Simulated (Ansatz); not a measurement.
# InSb: energy and pressure over a range of volumes

The task here is to estimate one member of a computed series from the others.

Program: Ansatz 0.2.0. Level of theory: DFT PBE, scalar-relativistic. These are calculated values, not measurements.

### The starting structure

The structure is orthorhombic, space group Pmmn (No. 59). Conventional cell: a = 5.357 Å, b = 5.712 Å, c = 3.063 Å, α = 90.00°, β = 90.00°, γ = 90.00°. In (site symmetry mm2) has 4 Sb at 2.73 to 2.90 Å and 2 In at 3.06 Å as nearest neighbours. Sb (site symmetry mm2) has 4 In at 2.73 to 2.90 Å and 2 Sb at 3.06 Å as nearest neighbours.

As a file:

```cif
data_structure
_symmetry_space_group_name_H-M 'P 1'
_symmetry_Int_Tables_number 1
_cell_length_a 5.3570
_cell_length_b 5.7120
_cell_length_c 3.0630
_cell_angle_alpha 90.000
_cell_angle_beta 90.000
_cell_angle_gamma 90.000
_cell_volume 93.73
loop_
_atom_site_label
_atom_site_type_symbol
_atom_site_fract_x
_atom_site_fract_y
_atom_site_fract_z
_atom_site_occupancy
In1 In 0.00000 0.00000 0.00000 1
In2 In 0.50000 0.50000 0.00000 1
Sb1 Sb 0.50000 0.00000 0.83500 1
Sb2 Sb 0.00000 0.50000 0.16500 1
```

Atoms are numbered in the order of the input: In1, In2, Sb3, Sb4.

Set-up of the first run:

The input, input.yaml:

```yaml
crystal:
  lattice:
    - [5.2845992329, 0.0, 0.0]
    - [0.0, 5.6348013474, 0.0]
    - [0.0, 0.0, 3.0216030335]
  atoms:
    - { symbol: In, position: [0.0, 0.0, 0.0] }
    - { symbol: In, position: [0.5, 0.5, 0.0] }
    - { symbol: Sb, position: [0.5, 0.0, 0.835] }
    - { symbol: Sb, position: [0.0, 0.5, 0.165] }
kpoints:
  mp_grid: { grid: [6, 6, 11] }
  band_path:
    path:
      - [0.0, 0.0, 0.0]
      - [0.5, 0.0, 0.0]
      - [0.5, 0.5, 0.0]
      - [0.0, 0.5, 0.0]
      - [0.0, 0.0, 0.0]
      - [0.0, 0.0, 0.5]
      - [0.5, 0.0, 0.5]
      - [0.5, 0.5, 0.5]
      - [0.0, 0.5, 0.5]
    npoints: 5
scf:
  occupations: { method: fermi_dirac, width: 0.08 }
hamiltonian:
  xc: pbe
  pseudopotentials: { kind: all_electron, lapw: { basis_error: 0.001 } }
output:
  forces: true
  stress: true
  eigenvalues: true
```

Command:

```console
$ ansatz run input.yaml --threads 1 --pin off --max-ram 4096MiB --backend cpu --events-out ev --progress --plain --runs-dir out
```

Steps of the session up to this table: Volume × 0.96, LAPW; Volume × 0.96, PAW; Volume × 0.96, crystal datasets; Volume × 0.99, LAPW; Volume × 0.99, PAW; Volume × 0.99, crystal datasets; Volume × 1.02, LAPW; Volume × 1.02, PAW; Volume × 1.02, crystal datasets; Volume × 1.06, LAPW; Volume × 1.06, PAW; Volume × 1.06, crystal datasets.

One table of the session follows, with a row left open; its other results are not shown here.

It belongs to the step «Fits». 

| method | volume (Å³/atom) | pressure (GPa) | largest force (eV/Å) |
| --- | --- | --- | --- |
| LAPW | 22.494 | 23.25 | 0.882 |
| LAPW | 23.197 | 19.11 | 0.788 |
| LAPW | 23.900 | 15.55 | 0.703 |
| LAPW | 24.837 | 11.55 | 0.604 |
| PAW | 22.494 | ? | ? |
| PAW | 23.197 | 19.11 | 0.787 |
| PAW | 23.900 | 15.55 | 0.703 |
| PAW | 24.837 | 11.55 | 0.604 |
| crystal datasets | 22.494 | 23.25 | 0.882 |
| crystal datasets | 23.197 | 19.11 | 0.788 |
| crystal datasets | 23.900 | 15.55 | 0.704 |
| crystal datasets | 24.837 | 11.55 | 0.604 |

Estimate the missing values for PAW, 22.494.

The run gave: pressure (GPa): 23.24; largest force (eV/Å): 0.881. In the column «pressure (GPa)» it lies between crystal datasets, 23.197 (19.11) and LAPW, 22.494 (23.25).

To keep in mind: Warnings in the runs' records: gradients without spin orbit, crystal datasets made.
